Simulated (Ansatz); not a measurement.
hcp against bcc along group 5

The calculation used DFT, revPBE, plane waves (420 eV) with PAW, scalar-relativistic in Ansatz. (PAW data from PBE, frozen cores regenerated.)

Each structure is relaxed within its symmetry, in the lowest magnetic state of the tried starts. Differences under about 8 meV lie within the error of the k-point mesh.

| element | E(hcp) − E(bcc) (meV/atom) | V(hcp) (Å³/atom) | V(bcc) (Å³/atom) | state of hcp | state of bcc |
| --- | --- | --- | --- | --- | --- |
| V | 249 | 14.11 | 13.71 | spin not included | spin not included |
| Nb | 290 | 18.93 | 18.35 | spin not included | spin not included |
| Ta | 275 | 18.98 | 18.55 | spin not included | spin not included |
